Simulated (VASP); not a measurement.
Crystal: ZnSiP2.

```xyz
8
Lattice="-2.6867 2.6867 5.2300 2.6867 -2.6867 5.2300 2.6867 2.6867 -5.2300" Properties=species:S:1:pos:R:3 pbc="T T T"
Zn    0.0000    2.6867    2.6150
Zn    0.0000    0.0000    0.0000
P     1.3434   -1.2504    3.9225
P     1.3434    3.9371   -1.3075
P     1.2504    1.3434    6.5375
P     1.4363    1.3434    1.3075
Si    2.6867    0.0000    2.6150
Si    0.0000    0.0000    5.2300
```

The cell is a database's computed one.

Base run:

```yaml
Program: VASP 6.6.1
Functional: BLYP
Potentials_or_basis: VASP PAW PBE potentials, release 64 (Zn, P, Si)
Cutoff: 520 eV
k_mesh: 5 × 5 × 5
Occupations: fermi-dirac, width 0.05 eV
Spin: no spin polarisation
```

Its results: band gap on the k mesh 1.52 eV, direct.

Problem. The run is repeated on the same cell with these changes: functional from BLYP to revPBE. What comes out?

Solution. Band gap on the k mesh 1.36 eV, direct.
